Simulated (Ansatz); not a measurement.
# CdS: how well frozen cores do

Aim: solve CdS at one geometry with full-potential LAPW, PAW on the default files and all-electron PAW on datasets made for the crystal, and see where they agree.

The COD entry's cell or inner coordinates are ideal or old and differ from later refinements, so a difference from it is no clean test against experiment.

Program: Ansatz 0.2.0. Level of theory: DFT PBE, scalar-relativistic. These are calculated values, not measurements.

### Step 1. The structure to begin with

It takes space group F-43m (No. 216, cubic). Conventional cell: a = 5.820 Å, b = 5.820 Å, c = 5.820 Å, α = 90.00°, β = 90.00°, γ = 90.00°. Around Cd (site symmetry -43m) lie 4 S at 2.52 Å. S (site symmetry -43m) is surrounded by 4 Cd at 2.52 Å.

As a file:

```
CELL_PARAMETERS angstrom
0.00000 2.91000 2.91000
2.91000 0.00000 2.91000
2.91000 2.91000 0.00000
ATOMIC_POSITIONS crystal
Cd 0.00000 0.00000 0.00000
S 0.75000 0.75000 0.75000
```

Structure: COD 1011260, as refined from experiment and not relaxed.

Atoms are numbered in the order of the input: Cd1, S2.

### Step 2. Full-potential LAPW

input.yaml

```yaml
crystal:
  lattice:
    - [0.0, 2.91, 2.91]
    - [2.91, 0.0, 2.91]
    - [2.91, 2.91, 0.0]
  atoms:
    - { symbol: Cd, position: [0.0, 0.0, 0.0] }
    - { symbol: S, position: [0.75, 0.75, 0.75] }
kpoints:
  mp_grid: { grid: [8, 8, 8] }
  band_path:
    path:
      - [0.0, 0.0, 0.0]
      - [-0.5, -0.5, 0.0]
      - [-0.375, -0.375, 0.25]
      - [-0.375, 0.0, 0.375]
      - [0.0, 0.0, 0.0]
      - [0.0, 0.0, 0.5]
      - [-0.5, -0.25, 0.25]
      - [-0.5, -0.5, 0.0]
    npoints: 8
scf:
  occupations: { method: fermi_dirac, width: 0.01 }
hamiltonian:
  xc: pbe
  pseudopotentials: { kind: all_electron, lapw: { basis_error: 0.001 } }
output:
  forces: true
  stress: true
  eigenvalues: true
  fatbands: true
  populations: true
  dos: { projected: true, de: 0.2, e_range: [-14, 8] }
```

Standard output:

```text
Cd: projections on atomic orbitals take those of the free atom 1s2 2s2 2p6 3s2 3p6 3d10 4s2 4p6 4d10 5s2, of charge +0.00 (hamiltonian.pseudopotentials.projection_atoms)
S: projections on atomic orbitals take those of the free atom 1s2 2s2 2p6 3s2 3p4, of charge +0.00 (hamiltonian.pseudopotentials.projection_atoms)
LAPW: plane waves up to 8.063 Å⁻¹, error target 1.0e-3 eV per atom; small_component_spin mean_spin; S in spheres of 1.094 Å, 14 of its electrons in bands, Dirac shells []; Cd in spheres of 1.427 Å, 20 of its electrons in bands, Dirac shells []
Engine: ansatz 0.2.0
Pseudopotentials: kind: all_electron
Pseudopotential: Cd, LAPW, valence charge 20, Koelling and Harmon's equation, gaussian nucleus
Pseudopotential: S, LAPW, valence charge 14, Koelling and Harmon's equation, gaussian nucleus
Functional definition: PBE
  parameter kappa = 0.804
  parameter beta = 0.06672455060314922
  exchange = pbe_x(kappa = kappa, mu = beta*pi^2/3)
  correlation = pbe_c(beta = beta)
Crystal: 2 atoms, lattice volume = 49.284 Å³
Basis set: ecut = 247.71725326293833 eV, 411 PW (Γ), exchange–correlation at level 2
Bands: 21, of which v1, the nominal top of the filled ones, is band 17 counted from 1 (16 counted from 0)
Symmetry: 24 space group operations
Space group: F-43m (ITA 216), of the structure as read, at distance tolerance 3.7e-5 Å
k-points: 29 of 512 (time reversal used)
Non-local potential: Cd, projectors of the file, none
Non-local potential: S, projectors of the file, none
Initial density: superposition of atomic densities (chi_scale 0.1, normalization cell, long waves kept (reshape's long-wave potential 0.00 eV rms))
Initial wavefunctions: plane waves of lowest kinetic energy (no species holds an atomic orbital)
Functional: x = pbe(κ = 0.804, μ = 0.2195149727645171), c = pbe(β = 0.06672455060314922)
iter 1 solved again at ethr=4.28e-3 eV; its pass at ethr=1.00e-1 eV (dr2=1.46e0 eV) is discarded
SCF iter   1: F=—  HF=-163099.945625 eV  |F-HF|=—  |Δ(HF+E_count)|=         —  Δρ=3.82e-2  dr2=1.46e0  ethr=4.28e-3  ⟨swp⟩=2.0  Hψ=4172  notcnv=0
preconditioner: auto → none  [insulator: Δε(μ)=1.743 eV  Ē_g=11.993 eV  σ=0.010 eV  W_gap=1.00  n_scr=14 (ndim 8)  ℏωp=22.4 eV  f_vac=0.139  D(μ)=0.00/eV (n_scr^D=0)  ε∞_Penn≈4.5]
iter 2 solved again at ethr=1.53e-4 eV; its pass at ethr=4.28e-3 eV (dr2=5.19e-2 eV) is discarded
SCF iter   2: F=—  HF=-163099.455704 eV  |F-HF|=—  |Δ(HF+E_count)|=   4.90e-1  Δρ=1.14e-2  dr2=5.19e-2  ethr=1.53e-4  ⟨swp⟩=2.0  Hψ=3328  notcnv=0
SCF iter   3: F=—  HF=-163099.401341 eV  |F-HF|=—  |Δ(HF+E_count)|=   5.44e-2  Δρ=5.41e-3  dr2=1.25e-2  ethr=1.53e-4  ⟨swp⟩=3.0  Hψ=1991  notcnv=0
SCF iter   4: F=—  HF=-163099.401420 eV  |F-HF|=—  |Δ(HF+E_count)|=         —  Δρ=1.31e-3  dr2=7.58e-4  ethr=3.69e-5  ⟨swp⟩=2.8  Hψ=1828  notcnv=0
the basis was enlarged: its passes take 82.4 KiB over the memory plan, 1 of 1 planned eigensolver slots
SCF iter   5: F=—  HF=-163099.401070 eV  |F-HF|=—  |Δ(HF+E_count)|=   3.50e-4  Δρ=2.00e-4  dr2=1.44e-5  ethr=2.23e-6  ⟨swp⟩=2.0  Hψ=1791  notcnv=0
SCF iter   6: F=—  HF=-163099.401089 eV  |F-HF|=—  |Δ(HF+E_count)|=   1.95e-5  Δρ=3.50e-5  dr2=4.59e-7  ethr=4.22e-8  ⟨swp⟩=3.0  Hψ=1782  notcnv=0
SCF iter   7: F=-163099.401090 eV  HF=-163099.401090 eV  |F-HF|=8.67e-9  |Δ(HF+E_count)|=   1.32e-6  Δρ=3.93e-6  dr2=6.19e-9  ethr=1.35e-9  ⟨swp⟩=3.0  Hψ=1844  notcnv=0
SCF 1 converged in 7 iterations: F = -163099.401090 eV  dr2 = 6.19e-9
NSCF: frozen V_eff on 57 k-points
SCF converged after 7 iterations
Free energy (F): -163099.401090 eV
Harris-Foulkes:  -163099.401090 eV  (|F-HF|=8.67e-9)
Internal energy: -163099.401090 eV  (E = F + TS)
E sigma→0 (E₀):  -163099.401090 eV
Fermi energy:    8.433716 eV
--- Per-component energies (eV) ---
  E_band       = -1724.519401
  E_kinetic    = 170389.872080
  E_xc         = -4908.412219
  E_electrostatic = -328580.860951  (all electrons and nuclei)
  E_smearing   = -0.000000  (= −TS)
  E_closure    = 0.000000  (closes the sum)
  E_atoms      = -163093.279048  (free atoms, spherical and without spin; not in F)
  Σ components = -163099.401090   (vs F -163099.401090, Δ=0.00e0)
  Basis errors (estimates in eV, not in F): energy 4.5e-4 per atom: plane waves 4.1e-4 (2.4e-4 summed), levels above the bands 0.0e0, relativity 2.1e-8, radial functions 3.7e-5, core shells 2.3e-7; eigenvalues (radial functions only) 9.6e-7; not estimated: angular momenta, meshes, grids; target (lapw.basis_error) 1.0e-3; muffin-tin radii S 1.094 Å, Cd 1.427 Å
--- Forces (eV/Å), atoms counted from 1 ---
  atom   1  Cd     0.00000000    -0.00000000     0.00000000
  atom   2  S     -0.00000000     0.00000000    -0.00000000
  max |Σ_I F_I| component: 1.02e-16 eV/Å
--- Stress (GPa, compression-positive) ---
        3.333339      -0.000000      -0.000000
       -0.000000       3.333339       0.000000
       -0.000000       0.000000       3.333339
  P = ⅓ Tr σ = 3.3333 GPa (33.333 kbar)
--- Band table (eV; the first three rows and the last of 29) ---
  k-point 0: bands = ["-196.6353", "-141.4090", "-141.4090", "-141.4090", "-93.4701", "-54.5409", "-54.5409", "-54.5409", "-4.5576", "0.1005", "0.1005", "0.1005", "0.5896", "0.5896", "7.8483", "7.8483", "7.8483", "9.0081", "14.3766", "14.3766", "14.3766"]
  k-point 1: bands = ["-196.6353", "-141.4090", "-141.4090", "-141.4090", "-93.4701", "-54.5410", "-54.5409", "-54.5409", "-4.4943", "0.1234", "0.1234", "0.1545", "0.5885", "0.5885", "6.8234", "7.7251", "7.7251", "9.8444", "14.1186", "14.5760", "14.5760"]
  k-point 2: bands = ["-196.6353", "-141.4090", "-141.4090", "-141.4090", "-93.4701", "-54.5412", "-54.5410", "-54.5410", "-4.3406", "0.1730", "0.1730", "0.3492", "0.5940", "0.5940", "5.3444", "7.4474", "7.4474", "10.6431", "14.1291", "14.8828", "14.8828"]
  k-point 28: bands = ["-196.6353", "-141.4090", "-141.4090", "-141.4090", "-93.4701", "-54.5414", "-54.5413", "-54.5412", "-3.9913", "0.3359", "0.3582", "0.5496", "0.5965", "1.2306", "3.9215", "5.5572", "5.6415", "13.2764", "13.3018", "15.0879", "15.8795"]
--- Löwdin populations: 2 sites ---
  site symbol       q [e]
     0     Cd     46.7183
     1      S     17.0927
  spilling = 0.002953 (of n_electrons = 64.000000)
```

Wall time 15 s (1 thread, shared host).

Result: pressure 3.33 GPa; gap 1.16 eV, direct at Γ.

Levels at the path's labelled points, in eV from the valence-band top:

```
point  band 14  band 15  band 16  band 17  band 18  band 19  band 20
    Γ    -7.26     0.00     0.00     0.00     1.16     6.53     6.53
    X    -6.81    -3.98    -1.90    -1.90     3.55     4.36     9.22
    U    -6.67    -3.96    -2.56    -1.54     4.24     5.46     8.49
    K    -6.67    -3.96    -2.56    -1.54     4.24     5.46     8.49
    Γ    -7.26     0.00     0.00     0.00     1.16     6.53     6.53
    L    -6.87    -4.44    -0.76    -0.76     3.02     7.00     7.00
    W    -6.62    -3.93    -2.29    -2.21     5.43     5.45     7.24
    X    -6.81    -3.98    -1.90    -1.90     3.55     4.36     9.22
```

States per cell in windows of 1 eV (zero at the valence-band top; grid of 0.20 eV, so sharp peaks spill over the borders):

```
from  to  total  Cd 4d  S 3p  Cd 5s
 -10  -9   0.00   0.00  0.00   0.00
  -9  -8   0.00   0.00  0.00   0.00
  -8  -7   9.00   8.59  0.33   0.04
  -7  -6   1.00   0.89  0.01   0.01
  -6  -5   0.00   0.00  0.00   0.00
  -5  -4   0.66   0.02  0.44   0.19
  -4  -3   1.00   0.06  0.63   0.25
  -3  -2   1.12   0.07  0.93   0.06
  -2  -1   2.28   0.13  2.02   0.03
  -1   0   0.95   0.07  0.85   0.00
   0   1   0.00   0.00  0.00   0.00
   1   2   0.02   0.00  0.00   0.01
   2   3   0.15   0.00  0.03   0.08
   3   4   0.85   0.00  0.17   0.39
   4   5   1.27   0.00  0.24   0.43
   5   6   1.33   0.00  0.14   0.17
```

### Step 3. PAW on the default files

input.yaml, as its differences from that of step 2:

```diff
@@ -25,3 +25,3 @@
   xc: pbe
-  pseudopotentials: { kind: all_electron, lapw: { basis_error: 0.001 } }
+  pseudopotentials: { kind: paw }
 output:
@@ -30,4 +30,5 @@
   eigenvalues: true
-  fatbands: true
+  efg: { contact_densities: true }
   populations: true
+  bader: true
   dos: { projected: true, de: 0.2, e_range: [-14, 8] }
```

Standard output:

```text
Cd: output.efg is read without spin–orbit coupling, which moves field gradients at and beside such atoms by some per cent and up to a factor of two; PAW files take it under magnetization.noncollinear and magnetization.spin_orbit
[... 1 set-up line as earlier in the session ...]
Pseudopotentials: kind: paw
Pseudopotential: Cd, paw, valence charge 20, recommended cutoff 420 eV (normal)
Pseudopotential: S, paw, valence charge 6, recommended cutoff 420 eV (normal)
[... 5 set-up lines as earlier in the session ...]
Crystal: 2 atoms, lattice volume = 49.284 Å³
Basis set: ecut = 420 eV, 941 PW (Γ), exchange–correlation on 60×60×60 points (8 copies of the dense FFT grid, shifted against one another)
Bands: 17, of which v1, the nominal top of the filled ones, is band 13 counted from 1 (12 counted from 0)
[... 2 set-up lines as earlier in the session ...]
k-points: 29 of 512 (time reversal used)
Non-local potential: Cd, projectors of the file, l = 0: 3, l = 1: 2, l = 2: 2, l = 3: 1
Non-local potential: S, projectors of the file, l = 0: 2, l = 1: 2, l = 2: 2
PAW form: soft (Blöchl's): semilocal exchange-correlation on the pseudo side does not see the compensation charge
PAW one-centre angular grid: Cd, 590 points (default); XC on 64 Gauss nodes
PAW one-centre angular grid: S, 110 points (default); XC on 64 Gauss nodes
Initial density: superposition of atomic densities (neutral atoms: chi_scale 0, normalization atom), corrected by the library's trained network
Initial wavefunctions: pseudopotential atomic-orbital guess
[... 1 set-up line as earlier in the session ...]
SCF iter   1: F=—  HF=-9157.800773 eV  |F-HF|=—  |Δ(HF+E_count)|=         —  Δρ=5.95e-4  dr2=2.09e-4  ethr=1.77e-3  ⟨swp⟩=5.8  Hψ=2541  notcnv=0
preconditioner: auto → none  [insulator: Δε(μ)=1.155 eV  Ē_g=12.404 eV  σ=0.010 eV  W_gap=1.00  n_scr=14 (ndim 8)  ℏωp=22.4 eV  f_vac=0.127  D(μ)=0.00/eV (n_scr^D=0)  ε∞_Penn≈4.3]
SCF iter   2: F=—  HF=-9157.801413 eV  |F-HF|=—  |Δ(HF+E_count)|=   6.40e-4  Δρ=3.32e-4  dr2=3.21e-5  ethr=8.03e-7  ⟨swp⟩=2.6  Hψ=1248  notcnv=0
SCF iter   3: F=—  HF=-9157.801445 eV  |F-HF|=—  |Δ(HF+E_count)|=   3.16e-5  Δρ=1.17e-4  dr2=3.06e-6  ethr=1.24e-7  ⟨swp⟩=2.1  Hψ=760  notcnv=0
SCF iter   4: F=—  HF=-9157.801465 eV  |F-HF|=—  |Δ(HF+E_count)|=   2.02e-5  Δρ=3.16e-5  dr2=2.36e-7  ethr=1.18e-8  ⟨swp⟩=2.0  Hψ=754  notcnv=0
iter 5 did not close the SCF: its close was put off for the readings that it lacked (scf_convergence_deferred on its scf_iter line)
SCF iter   5: F=-9157.801467 eV  HF=-9157.801467 eV  |F-HF|=4.36e-8  |Δ(HF+E_count)|=   1.80e-6  Δρ=7.09e-6  dr2=3.61e-8  ethr=9.07e-10  ⟨swp⟩=2.0  Hψ=754  notcnv=0
SCF iter   6: F=-9157.801467 eV  HF=-9157.801467 eV  |F-HF|=2.63e-9  |Δ(HF+E_count)|=   5.90e-8  Δρ=3.04e-6  dr2=3.08e-9  ethr=1.39e-10  ⟨swp⟩=2.0  Hψ=1740  notcnv=0
SCF 1 converged in 6 iterations: F = -9157.801467 eV  dr2 = 3.08e-9
NSCF: frozen V_eff on 57 k-points
SCF converged after 6 iterations
Free energy (F): -9157.801467 eV
Harris-Foulkes:  -9157.801467 eV  (|F-HF|=2.63e-9)
Internal energy: -9157.801467 eV  (E = F + TS)
E sigma→0 (E₀):  -9157.801467 eV
Fermi energy:    7.590536 eV
--- Per-component energies (eV) ---
  E_band       = -504.644912
  E_kinetic    = 612.194577
  E_local      = -4002.163118  (includes V_loc(G=0)·N_el)
  E_nonlocal   = 62.136965
  E_hartree    = 1838.864825
  E_xc         = -274.075396
  E_vxc        = -309.360373  (∫ρ·V_xc dr)
  E_paw        = -4683.735982  (= ΣΔE_a)
  E_vpaw       = -545.181382  (= ΣTr[D̂ρ^β])
  E_aug_tail   = 0.000016  (compensation charges beyond the density's cutoff)
  E_ewald      = -2711.023354
  E_smearing   = -0.000000  (= −TS)
  E_closure    = 0.000000  (closes the sum)
  Σ components = -9157.801467   (vs F -9157.801467, Δ=0.00e0)
--- Forces (eV/Å), atoms counted from 1 ---
  atom   1  Cd    -0.00000000     0.00000000    -0.00000000
  atom   2  S      0.00000000    -0.00000000    -0.00000000
  max |Σ_I F_I| component: 8.33e-17 eV/Å
--- Stress (GPa, compression-positive) ---
        3.297349       0.000000      -0.000000
        0.000000       3.297349       0.000000
       -0.000000       0.000000       3.297349
  P = ⅓ Tr σ = 3.2973 GPa (32.973 kbar)
--- PAW observables at the nuclei: V_zz in 10²¹ V/m², potentials from the cell's mean, atoms counted from 1 ---
  atom   1  Cd V_zz =    +0.000000   η = 0.0000   by run symmetry: forbidden
            electrostatic potential = -7704.259773 V   contact ρ = 1035902.723651 e/Å³
  atom   2  S  V_zz =    +0.000000   η = 0.0000   by run symmetry: forbidden
            electrostatic potential = -1633.735461 V   contact ρ = 19766.355346 e/Å³
--- Band table (eV; the first three rows and the last of 29) ---
  k-point 0: bands = ["-94.3046", "-55.3774", "-55.3774", "-55.3774", "-5.4016", "-0.7409", "-0.7409", "-0.7409", "-0.2510", "-0.2510", "7.0052", "7.0052", "7.0052", "8.1649", "13.5292", "13.5292", "13.5292"]
  k-point 1: bands = ["-94.3046", "-55.3775", "-55.3774", "-55.3774", "-5.3384", "-0.7180", "-0.7180", "-0.6870", "-0.2521", "-0.2521", "5.9801", "6.8819", "6.8819", "9.0011", "13.2723", "13.7285", "13.7285"]
  k-point 2: bands = ["-94.3046", "-55.3778", "-55.3775", "-55.3775", "-5.1847", "-0.6684", "-0.6684", "-0.4923", "-0.2467", "-0.2467", "4.5007", "6.6040", "6.6040", "9.7994", "13.2842", "14.0355", "14.0355"]
  k-point 28: bands = ["-94.3046", "-55.3779", "-55.3778", "-55.3777", "-4.8355", "-0.5053", "-0.4829", "-0.2911", "-0.2441", "0.3899", "3.0773", "4.7129", "4.7975", "12.4321", "12.4578", "14.2419", "15.0351"]
--- Löwdin populations: 2 sites ---
  site symbol       q [e]
     0     Cd     18.7256
     1      S      7.0794
  spilling = 0.007500 (of n_electrons = 26.000000)
--- Bader charges: 2 sites ---
  site symbol  charge [e]  shift [e]
     0     Cd      0.8499     0.0037
     1      S     -0.8499     0.0037
  estimated error of the sums over rays = 2.2e-4 e
```

Run time: 18 s. Hardware: 1 thread, shared host.

Read from it: pressure 3.30 GPa; gap 1.16 eV, direct at Γ.

```
atom  Bader charge (e)  basin volume (Å³)
 Cd1             +0.85              20.93
  S2             -0.85              28.36
```

### Step 4. All-electron PAW on datasets made for the crystal

input.yaml, as its differences from that of step 3:

```diff
@@ -25,3 +25,3 @@
   xc: pbe
-  pseudopotentials: { kind: paw }
+  pseudopotentials: { kind: all_electron, datasets: crystal }
 output:
@@ -31,4 +31 @@
   efg: { contact_densities: true }
-  populations: true
-  bader: true
-  dos: { projected: true, de: 0.2, e_range: [-14, 8] }
```

Standard output, cut to the lines that bear on the results:

```text
[...]
Cd: output.efg is read without spin–orbit coupling, which moves field gradients at and beside such atoms by some per cent and up to a factor of two; PAW files take it under magnetization.noncollinear and magnetization.spin_orbit
[...]
[... 1 set-up line as earlier in the session ...]
Pseudopotential: Cd, paw, valence charge 20, recommended cutoff 260 eV (normal), Koelling and Harmon's equation, gaussian nucleus
Pseudopotential: S, paw, valence charge 6, recommended cutoff 260 eV (normal), Koelling and Harmon's equation, gaussian nucleus
[... 1 set-up line as earlier in the session ...]
[...]
Crystal: 2 atoms, lattice volume = 49.284 Å³
Basis set: ecut = 260 eV, 459 PW (Γ), exchange–correlation on 48×48×48 points (8 copies of the dense FFT grid, shifted against one another)
Bands: 13, of which v1, the nominal top of the filled ones, is band 9 counted from 1 (8 counted from 0)
[... 1 set-up line as earlier in the session ...]
[...]
  atom   1  Cd    -0.00000000    -0.00000000     0.00000000
  atom   2  S      0.00000000    -0.00000000     0.00000000
[...]
--- Stress (GPa, compression-positive) ---
        3.330105      -0.000000      -0.000000
        0.000000       3.330105       0.000000
       -0.000000       0.000000       3.330105
  P = ⅓ Tr σ = 3.3301 GPa (33.301 kbar)
  It holds what live shells' own plane waves past their cutoff add
--- PAW observables at the nuclei: V_zz in 10²¹ V/m², potentials from the cell's mean, atoms counted from 1 ---
  atom   1  Cd V_zz =    +0.000000   η = 0.0000   by run symmetry: forbidden
            electrostatic potential = -7704.149732 V   contact ρ = 1035883.129261 e/Å³
  atom   2  S  V_zz =    +0.000000   η = 0.0000   by run symmetry: forbidden
            electrostatic potential = -1633.616220 V   contact ρ = 19784.450578 e/Å³
--- Band table (eV; the first three rows and the last of 29) ---
  k-point 0: bands = ["-4.5575", "0.1005", "0.1005", "0.1005", "0.5897", "0.5897", "7.8484", "7.8484", "7.8484", "9.0082", "14.3765"]
[...]
```

Wall time 13 s (1 thread, shared host).

This run gives: pressure 3.33 GPa; gap 1.16 eV, direct at Γ.

```
atom  contact density (e/Å³)
 Cd1                 1035883
  S2                19784.45
```

### Step 5. Side by side

Highest filled and lowest empty level at the labelled points (eV from each run's valence-band top):

```
point  LAPW top  LAPW bottom  PAW top  PAW bottom  crystal datasets top  crystal datasets bottom
    Γ      0.00         1.16     0.00        1.16                  0.00                     1.16
    X     -1.90         3.55    -1.90        3.55                 -1.90                     3.55
    U     -1.54         4.24    -1.54        4.24                 -1.54                     4.24
    K     -1.54         4.24    -1.54        4.24                 -1.54                     4.24
    Γ      0.00         1.16     0.00        1.16                  0.00                     1.16
    L     -0.76         3.02    -0.76        3.02                 -0.76                     3.02
    W     -2.21         5.43    -2.21        5.43                 -2.21                     5.43
    X     -1.90         3.55    -1.90        3.55                 -1.90                     3.55
```

```
          method  pressure (GPa)  gap (eV)  SCF cycles, all passes
            LAPW            3.33      1.16                       7
             PAW            3.30      1.16                       6
crystal datasets            3.33      1.16                       8
```

### Step 6. What came out

```
           quantity                                           value
           pressure  LAPW 3.33, PAW 3.30, crystal datasets 3.33 GPa
         gap (LAPW)                            1.16 eV, direct at Γ
Bader charges (PAW)                           Cd1 +0.85, S2 -0.85 e
```

**Reading.** At this geometry the cell is under compression of 3.3 GPa, so it would expand if let go. The gap is 1.16 eV, direct at Γ. It is the Kohn-Sham gap of a semilocal functional, which mostly lies below the gap found in experiment. S 3p states make 92 % of the projected weight in the top eV of the valence band. The projection holds only the free atom's occupied shells (Cd 5s, Cd 4d, S 3s, S 3p in this range). PAW lies -0.04 GPa from LAPW in pressure and less than 0.01 eV in the gap.
